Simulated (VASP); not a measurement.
# Input and output of a VASP r²SCAN single-point calculation on BaS (strained rocksalt)

INCAR

```
ENCUT = 520
NBANDS = 15
ISIF = 2
SIGMA = 0.01
ISMEAR = 0
LREAL = .FALSE.
ALGO = Normal
METAGGA = R2SCAN
NSW = 0
EDIFF = 1E-7
PREC = Accurate
LCHARG = .FALSE.
LASPH = .TRUE.
LWAVE = .FALSE.
IBRION = -1
NELM = 120
```

KPOINTS

```
KPOINTS created by Atomic Simulation Environment
0
Gamma
8 8 8
0 0 0
```

KPOINTS_OPT

```
special points
6
Reciprocal
0.0000000000 0.0000000000 0.0000000000 1
0.5000000000 0.0000000000 0.5000000000 1
0.6250000000 0.2500000000 0.6250000000 1
0.3750000000 0.3750000000 0.7500000000 1
0.5000000000 0.5000000000 0.5000000000 1
0.5000000000 0.2500000000 0.7500000000 1
```

POSCAR

```
Ba S
 1.0000000000000000
     0.0000000000000000    3.3136097993000000    3.3136097993000000
     3.3136097993000000    0.0000000000000000    3.3136097993000000
     3.3136097993000000    3.3136097993000000    0.0000000000000000
 Ba  S
   1   1
Cartesian
  0.0000000000000000  0.0000000000000000  0.0000000000000000
  3.3136097993000000  3.3136097993000000  3.3136097993000000
```

VASP ran with the recommended PBE PAW datasets (16 valence electrons in the cell).

Command

```
mpirun -np 1 vasp_std
```

OSZICAR

```
N       E                     dE             d eps       ncg     rms          rms(c)
DAV:   1     0.554555540693E+02    0.55456E+02   -0.69115E+03   870   0.944E+02
DAV:   2    -0.373905924016E+02   -0.92846E+02   -0.84256E+02  1158   0.169E+02
DAV:   3    -0.432395394313E+02   -0.58489E+01   -0.58025E+01  1214   0.454E+01
DAV:   4    -0.433569414997E+02   -0.11740E+00   -0.11738E+00  1130   0.643E+00
DAV:   5    -0.433595652328E+02   -0.26237E-02   -0.26234E-02  1189   0.791E-01    0.440E+00
DAV:   6    -0.391304569253E+02    0.42291E+01   -0.15354E+00  1185   0.800E+00    0.337E+00
DAV:   7    -0.391374572990E+02   -0.70004E-02   -0.41778E-01  1087   0.392E+00    0.244E+00
DAV:   8    -0.391463251953E+02   -0.88679E-02   -0.42136E-02   996   0.139E+00    0.118E+00
DAV:   9    -0.391508557763E+02   -0.45306E-02   -0.11543E-02   884   0.103E+00    0.549E-01
DAV:  10    -0.391507819819E+02    0.73794E-04   -0.54408E-04  1170   0.168E-01    0.185E-01
DAV:  11    -0.391511537947E+02   -0.37181E-03   -0.29460E-04   898   0.166E-01    0.409E-02
DAV:  12    -0.391511163493E+02    0.37445E-04   -0.65162E-05  1143   0.577E-02    0.741E-03
DAV:  13    -0.391511164838E+02   -0.13448E-06   -0.75394E-06   954   0.186E-02    0.287E-03
DAV:  14    -0.391511162348E+02    0.24900E-06   -0.34048E-07  1101   0.466E-03    0.355E-03
DAV:  15    -0.391511161815E+02    0.53258E-07   -0.34987E-08   701   0.148E-03
   1 F= -.39151116E+02 E0= -.39151116E+02  d E =-.450981E-49
       N       E                     dE             ncg
DAV:   1     0.797995460993E+03   -0.26268E+04      180
DAV:   2     0.272559664165E+03   -0.52544E+03      236
DAV:   3     0.244590610192E+03   -0.27969E+02      237
DAV:   4     0.243860137952E+03   -0.73047E+00      224
DAV:   5     0.243846021680E+03   -0.14116E-01      259
DAV:   6     0.243845688223E+03   -0.33346E-03      209
DAV:   7     0.243845675649E+03   -0.12575E-04      236
DAV:   8     0.243845675107E+03   -0.54116E-06      155
DAV:   9     0.243845675083E+03   -0.24916E-07      182
```

From OUTCAR

```
k-points           NKPTS =     29   k-points in BZ     NKDIM =     29   number of bands    NBANDS=     15

   NELECT =      16.0000    total number of electrons

   dimension x,y,z NGX =    36 NGY =   36 NGZ =   36
   dimension x,y,z NGXF=    72 NGYF=   72 NGZF=   72

  energy-cutoff  :      520.00
  volume of cell :       72.77
      direct lattice vectors                 reciprocal lattice vectors
     0.000000000  3.313609799  3.313609799    -0.150892842  0.150892842  0.150892842
     3.313609799  0.000000000  3.313609799     0.150892842 -0.150892842  0.150892842
     3.313609799  3.313609799  0.000000000     0.150892842  0.150892842 -0.150892842

 k-points in reciprocal lattice and weights: KPOINTS created by Atomic Simulation Env
   0.00000000  0.00000000  0.00000000       0.002
   0.12500000  0.00000000  0.00000000       0.016
   0.25000000  0.00000000  0.00000000       0.016
   0.37500000  0.00000000  0.00000000       0.016
   0.50000000  0.00000000  0.00000000       0.008
   0.12500000  0.12500000  0.00000000       0.012
   0.25000000  0.12500000  0.00000000       0.047
   0.37500000  0.12500000  0.00000000       0.047
   ...

 E-fermi :   0.7869

 k-point     1 :       0.0000    0.0000    0.0000
  band No.  band energies     occupation
      1     -26.5090      2.00000
      2     -11.1486      2.00000
      3     -11.1486      2.00000
      4     -11.1486      2.00000
      5      -9.9497      2.00000
      6       0.6853      2.00000
      7       0.6853      2.00000
      8       0.6853      2.00000
      9       4.3569      0.00000
     10       4.9494      0.00000
     11       4.9494      0.00000
     12       4.9494      0.00000
     13       5.8793      0.00000
     14       5.8793      0.00000
     15       9.6418      0.00000

 k-point     2 :       0.1250    0.0000    0.0000
  band No.  band energies     occupation
      1     -26.5051      2.00000
      2     -11.3151      2.00000
      3     -11.1525      2.00000
      4     -11.1525      2.00000
      5      -9.7693      2.00000
      6       0.3372      2.00000
      7       0.5224      2.00000
      8       0.5224      2.00000
      9       4.8001      0.00000
     10       5.0351      0.00000
     11       5.1614      0.00000
     12       5.1614      0.00000
     13       6.2648      0.00000
     14       6.2648      0.00000
     15      10.2112      0.00000

 k-point     3 :       0.2500    0.0000    0.0000
  band No.  band energies     occupation
      1     -26.4958      2.00000
      2     -11.6100      2.00000
      3     -11.1618      2.00000
      4     -11.1618      2.00000
      5      -9.4396      2.00000
      6      -0.3089      2.00000
      7       0.1861      2.00000
      8       0.1861      2.00000
      9       5.0975      0.00000
     10       5.7530      0.00000
     11       5.7530      0.00000
     12       6.0143      0.00000
     13       7.2525      0.00000
     14       7.2525      0.00000
     15      11.2163      0.00000

 k-point     4 :       0.3750    0.0000    0.0000
  band No.  band energies     occupation
      1     -26.4864      2.00000
      2     -11.8355      2.00000
      3     -11.1710      2.00000
      4     -11.1710      2.00000
      5      -9.1775      2.00000
      6      -0.8180      2.00000
      7      -0.0957      2.00000
      8      -0.0957      2.00000
      9       5.6239      0.00000
     10       6.5814      0.00000
     11       6.5814      0.00000
     12       6.7751      0.00000
     13       8.4901      0.00000
     14       8.4901      0.00000
     15      10.8524      0.00000

 k-point     5 :       0.5000    0.0000    0.0000
  band No.  band energies     occupation
      1     -26.4825      2.00000
      2     -11.9174      2.00000
      3     -11.1748      2.00000
      4     -11.1748      2.00000
      5      -9.0798      2.00000
      6      -1.0054      2.00000
      7      -0.2010      2.00000
      8      -0.2010      2.00000
      9       6.3282      0.00000
     10       6.4618      0.00000
     11       7.1018      0.00000
     12       7.1018      0.00000
     13       9.4352      0.00000
     14       9.4352      0.00000
     15       9.8803      0.00000

 k-point     6 :       0.1250    0.1250    0.0000
  band No.  band energies     occupation
      1     -26.5039      2.00000
      2     -11.3224      2.00000
      3     -11.1672      2.00000
      4     -11.1672      2.00000
      5      -9.7414      2.00000
      6       0.0918      2.00000
      7       0.6149      2.00000
      8       0.6149      2.00000
      9       4.5909      0.00000
     10       4.8289      0.00000
     11       5.4323      0.00000
     12       5.4323      0.00000
     13       6.0035      0.00000
     14       6.8243      0.00000
     15      10.3822      0.00000

 k-point     7 :       0.2500    0.1250    0.0000
  band No.  band energies     occupation
      1     -26.4964      2.00000
      2     -11.5238      2.00000
      3     -11.1842      2.00000
      4     -11.1754      2.00000
      5      -9.5297      2.00000
      6      -0.3152      2.00000
      7       0.3594      2.00000
      8       0.4294      2.00000
      9       4.5087      0.00000
     10       5.4838      0.00000
     11       5.9819      0.00000
     12       6.0360      0.00000
     13       6.4961      0.00000
     14       7.8645      0.00000
     15      11.3345      0.00000

 k-point     8 :       0.3750    0.1250    0.0000
  band No.  band energies     occupation
      1     -26.4871      2.00000
      2     -11.7371      2.00000
      3     -11.1935      2.00000
      4     -11.1894      2.00000
      5      -9.3055      2.00000
      6      -0.6386      2.00000
      7      -0.0050      2.00000
      8       0.1259      2.00000
      9       4.8728      0.00000
     10       6.5012      0.00000
     11       6.6143      0.00000
     12       6.8264      0.00000
     13       7.5196      0.00000
     14       8.7611      0.00000
     15      10.7431      0.00000

 k-point     9 :       0.5000    0.1250    0.0000
  band No.  band energies     occupation
      1     -26.4814      2.00000
      2     -11.8526      2.00000
      3     -11.2095      2.00000
      4     -11.1898      2.00000
      5      -9.1755      2.00000
      6      -0.8339      2.00000
      7      -0.1474      2.00000
      8      -0.1069      2.00000
      9       5.6210      0.00000
     10       6.4738      0.00000
     11       7.2147      0.00000
     12       7.4252      0.00000
     13       8.7983      0.00000
     14       9.2935      0.00000
     15       9.8689      0.00000

 k-point    10 :      -0.3750    0.1250    0.0000
  band No.  band energies     occupation
      1     -26.4826      2.00000
      2     -11.8336      2.00000
      3     -11.2221      2.00000
      4     -11.1752      2.00000
      5      -9.1863      2.00000
      6      -0.8261      2.00000
      7      -0.1700      2.00000
      8      -0.0181      2.00000
      9       5.7092      0.00000
     10       6.4359      0.00000
     11       6.6339      0.00000
     12       7.3616      0.00000
     13       8.4396      0.00000
     14       9.3514      0.00000
     15      10.3076      0.00000

 k-point    11 :      -0.2500    0.1250    0.0000
  band No.  band energies     occupation
      1     -26.4902      2.00000
      2     -11.6892      2.00000
      3     -11.2158      2.00000
      4     -11.1582      2.00000
      5      -9.3387      2.00000
      6      -0.5661      2.00000
      7      -0.0408      2.00000
      8       0.2749      2.00000
      9       5.1270      0.00000
     10       5.8376      0.00000
     11       6.0952      0.00000
     12       6.6943      0.00000
     13       7.5286      0.00000
     14       8.3564      0.00000
     15      10.8959      0.00000

 k-point    12 :      -0.1250    0.1250    0.0000
  band No.  band energies     occupation
      1     -26.4995      2.00000
      2     -11.4769      2.00000
      3     -11.1873      2.00000
      4     -11.1487      2.00000
      5      -9.5778      2.00000
      6      -0.1077      2.00000
      7       0.2349      2.00000
      8       0.5284      2.00000
      9       4.9085      0.00000
     10       5.2843      0.00000
     11       5.3033      0.00000
     12       5.8664      0.00000
     13       6.6538      0.00000
     14       7.1509      0.00000
     15      10.9928      0.00000

 k-point    13 :       0.2500    0.2500    0.0000
  band No.  band energies     occupation
      1     -26.4916      2.00000
      2     -11.5141      2.00000
      3     -11.2120      2.00000
      4     -11.2120      2.00000
      5      -9.5612      2.00000
      6      -0.4387      2.00000
      7       0.5183      2.00000
      8       0.5183      2.00000
      9       3.9503      0.00000
     10       5.5014      0.00000
     11       6.3336      0.00000
     12       6.6224      0.00000
     13       6.6224      0.00000
     14       8.7656      0.00000
     15      12.1401      0.00000

 ...

  Total       -1.3535644     -1.3535644     -1.3535644     -0.0000000      0.0000000      0.0000000
  in kB      -29.8026869    -29.8026869    -29.8026869     -0.0000000      0.0000000      0.0000000
  external PRESSURE =     -29.8026869 kB  Pullay stress =       0.0000000 kB

 POSITION                                       TOTAL-FORCE (eV/Angst)
 -----------------------------------------------------------------------------------
      0.00000      0.00000      0.00000         0.000000      0.000000      0.000000
      3.31361      3.31361      3.31361        -0.000000     -0.000000     -0.000000
 -----------------------------------------------------------------------------------
    total drift:                                0.000000      0.000000      0.000000

  FREE ENERGIE OF THE ION-ELECTRON SYSTEM (eV)
  ---------------------------------------------------
  free  energy   TOTEN  =       -39.1511161815 eV

  energy  without entropy=      -39.1511161815  energy(sigma->0) =      -39.15111618
```

- gap between bands v and c: 2.62 eV
- least direct gap: 2.80 eV
- pressure: -3.0 GPa

Band v is the last that the valence electrons fill when counted band by band, and c is the next.

The run took about 1.8 min on one core of a shared host (Intel Xeon Platinum 8488C) and held 0.22 GiB at most.
